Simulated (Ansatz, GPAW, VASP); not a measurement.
## One calculation of TePb, 3 ways

```
Pb Te
1.0
     0.00000    3.23100    3.23100
     3.23100    0.00000    3.23100
     3.23100    3.23100    0.00000
Pb Te
1 1
Direct
  0.00000 0.00000 0.00000
  0.50000 0.50000 0.50000
```

Alike in all runs: task single point; functional PBE; k mesh 7 × 7 × 7; occupations gaussian, width 0.017 eV; no spin polarisation; no spin-orbit coupling. Pressure is positive in compression and, in plane waves, holds the error of the finite cutoff.

```
                        program and potentials  plane-wave cutoff (eV)  notes  pressure (GPa)
Ansatz, all-electron LAPW, scalar-relativistic                       -      -            2.12
          VASP, PBE PAW files Pb_d, Te, 520 eV                     520      -            2.05
    GPAW, GPAW PAW data sets (gpaw-data 1.2.1)                     600      -            1.83
```

The pressure spans 1.83 (GPAW, GPAW PAW data sets (gpaw-data 1.2.1)) to 2.12 GPa (Ansatz, all-electron LAPW, scalar-relativistic), with all-electron results at 2.12.

Differences between rows come from potentials, basis sets and numerical settings, since the functional is the same but for its coding. Runs on potential files found faulty are left out.
